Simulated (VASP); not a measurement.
# CoO in VASP: the effect of strain

The system is CoO.

```
CELL_PARAMETERS angstrom
-1.44768 1.50800 2.10725
1.44768 -1.50800 2.10725
1.44768 1.50800 -2.10725
ATOMIC_POSITIONS crystal
Co 0.00000 0.00000 0.00000
O 0.50000 0.50000 0.00000
```

The cell isn't the ideal one: strain = -0.04.

Alike in all runs:

- Program: VASP 6.6.1
- Task: relaxation of the atoms
- Functional: PBE
- Potentials or basis: VASP PAW PBE potentials, release 64 (Co, O)
- Cutoff: 520 eV
- k mesh: 9 × 9 × 9
- Occupations: fermi-dirac, width 0.05 eV
- Spin: collinear spin, ferromagnetic start
- Starting moments: [2.0, 0.0] μB
- Strain kind: uniaxial_x
- Further INCAR settings: ALGO = Normal; EDIFF = 1e-07; IBRION = 2; EDIFFG = -0.005; NSW = 60

Each run relaxes the cell or the atoms first.

```csv
strain,pressure (GPa),moment (μB)
-0.04,6.1,2.74
-0.02,2.3,2.78
-0.01,0.6,2.81
0,?,?
0.01,-2.5,2.87
0.02,-4.0,2.90
0.04,-6.9,2.93
```

Question: What does the run with strain 0 give?

Answer: Pressure -1.0 GPa; moment 2.84 μB.

Worked out: A parabola through the other rows of the pressure, of slope -161 GPa per unit of strain there, gives -1.0 GPa, against the run's -1.0. A parabola through the other rows of the moment, of slope 2.52 μB per unit of strain there, gives 2.84 μB, against the run's 2.84.

Caveats: the relaxation stopped at its first step, so nothing moved; a cell with one magnetic atom can't hold antiferromagnetic order, which such compounds often take.
